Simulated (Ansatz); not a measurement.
BaTiO3 in Ansatz: the effect of Hubbard term

The system is BaTiO3.

```
Ba Ti O
1.0
     3.99980    0.00000    0.00000
     0.00000    3.99980    0.00000
     0.00000    0.00000    4.01800
Ba Ti O
1 1 3
Direct
  0.00000 0.00000 0.00000
  0.50000 0.50000 0.49000
  0.00000 0.50000 0.51700
  0.50000 0.00000 0.51700
  0.50000 0.50000 0.01900
```

Alike in all runs:

| Property | Result |
| --- | --- |
| Program | Ansatz 0.2.0 |
| Task | band structure |
| Functional | PBE |
| Potentials or basis | Ansatz PAW |
| Cutoff | 420 eV (not typed: the program's choice for these potentials) |
| k mesh | 7 × 7 × 7 |
| Occupations | fermi-dirac, width 0.05 eV |
| Spin | no spin polarisation |
| Path | [["G", "X", "M", "G", "Z", "R", "A", "Z"], ["X", "R"], ["M", "A"]] |
| Points for each segment of the path | 14 |
| Hubbard projectors | ortho-atomic (the default) |
| Double counting | fll (the default) |

Task: One run gave: gap on the mesh 3.06 eV; pressure 5.4 GPa; largest force 0.40 eV/Å. Which Hubbard term did it use?
A. Ti d U = 2 eV
B. Ti d U = 6 eV
C. Ti d U = 4 eV
D. Ti d U = 5 eV
E. Ti d U = 8 eV

Result: E.

| Hubbard term | gap on the mesh (eV) | pressure (GPa) | largest force (eV/Å) |
| --- | --- | --- | --- |
| none | 1.93 | 2.4 | 0.31 |
| Ti d U = 1 eV | 2.03 | 2.7 | 0.26 |
| Ti d U = 2 eV | 2.15 | 3.0 | 0.22 |
| Ti d U = 3 eV | 2.27 | 3.4 | 0.16 |
| Ti d U = 4 eV | 2.40 | 3.7 | 0.12 |
| Ti d U = 5 eV | 2.54 | 4.1 | 0.17 |
| Ti d U = 6 eV | 2.70 | 4.5 | 0.24 |
| Ti d U = 8 eV | 3.06 | 5.4 | 0.40 |

Caveats: the k mesh misses the band edges, so the gap on the mesh is wider than the one along the path; spin-orbit coupling is left out, which moves the levels of the heavy elements.

A gap of «none» marks a metal or a gap under the smearing width.
